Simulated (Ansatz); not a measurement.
Mo: from a trial structure to a relaxed crystal

These are results of DFT PBEsol, scalar-relativistic, plane waves, PAW in Ansatz, not measurements.

The start puts Mo on the diamond structure type (Fd-3m, No. 227), at a guessed volume.

Input of the last, converged step (default PAW datasets):

```yaml
crystal:
  lattice:
    - [0.0, 2.8037150085, 2.8037150085]
    - [2.8037150085, 0.0, 2.8037150085]
    - [2.8037150085, 2.8037150085, 0.0]
  atoms:
    - { symbol: Mo, position: [0.0, 0.0, 0.0] }
    - { symbol: Mo, position: [0.25, 0.25, 0.25] }
basis:
  ecutwfc: 420
kpoints:
  mp_grid: { grid: [14, 14, 14] }
hamiltonian:
  xc: pbesol
scf:
  occupations: { method: gaussian, width: 0.1 }
output:
  forces: true
  stress: true
  eigenvalues: true
relax:
  adjacent_minimum: "off"
  f_tol: 0.01
  max_steps: 80
  cell: { stress_tol: 0.05 }
```

It can be run as:

```bash
ansatz run input.yaml --threads 1 --pin off --backend cpu --events-out ev --progress --plain --runs-dir out  # memory cap (--max-ram) not shown
```

End of the output:

```
SCF converged after 7 iterations
Free energy (F): -9790.172416 eV
Harris-Foulkes:  -9790.172416 eV  (|F-HF|=1.82e-12)
Internal energy: -9790.159849 eV  (E = F + TS)
E sigma→0 (E₀):  -9790.166133 eV
Entropy (-TS):   -0.012567 eV (-6.283 meV/atom)
Fermi energy:    13.245413 eV
--- Per-component energies (eV) ---
  E_band       = -302.523499
  E_kinetic    = 885.551074
  E_local      = -2486.406602  (includes V_loc(G=0)·N_el)
  E_nonlocal   = 299.107089
  E_hartree    = 873.539404
  E_xc         = -361.544214
  E_vxc        = -452.705489  (∫ρ·V_xc dr)
  E_paw        = -6290.948480  (= ΣΔE_a)
  E_vpaw       = -295.148459  (= ΣTr[D̂ρ^β])
  E_aug_tail   = 0.000081  (compensation charges beyond the density's cutoff)
  E_ewald      = -2709.876800
  E_core_change = 0.418599  (= ΣΔE_core)
  E_smearing   = -0.012567  (= −TS)
  E_closure    =  0.000000  (closes the sum)
  Σ components = -9790.172416   (vs F -9790.172416, Δ=0.00e0)
--- Forces (eV/Å), atoms counted from 1 ---
  atom   1  Mo     0.00000000     0.00000000     0.00000000
  atom   2  Mo     0.00000000     0.00000000     0.00000000
  max |Σ_I F_I| component: 1.11e-16 eV/Å
--- Stress (GPa, compression-positive) ---
       -0.000209       0.000000       0.000000
        0.000000      -0.000209       0.000000
        0.000000       0.000000      -0.000209
  P = ⅓ Tr σ = -0.0002 GPa (-0.002 kbar)
--- Relaxed structure (3 steps of the walk, 3 accepted, 1 SCFs on fresh bases) ---
  F+E_penalty+E_count = -9790.17241626 eV   max|allowed force component| = 1.295e-16 eV/Å   (the final SCF, on the basis selected at the relaxed cell)
  cell:  # Å, volume = 44.1476 Å³
    - [0.000000, 2.805169, 2.805169]
    - [2.805169, 0.000000, 2.805169]
    - [2.805169, 2.805169, 0.000000]
  atoms:
    - { symbol: Mo, position: [0.000000, 0.000000, 0.000000] }
    - { symbol: Mo, position: [0.250000, 0.250000, 0.250000] }
```

Absolute energies hang on the potentials; compare differences alone.

The result has space group Fd-3m (No. 227). Mo has 4 Mo at 2.43 Å.

It lies 2.39 eV/atom above the element's standard state at the same level.

For metals, differences of a few meV/atom aren't resolved.

A structure relaxed within its symmetry needn't be a true minimum.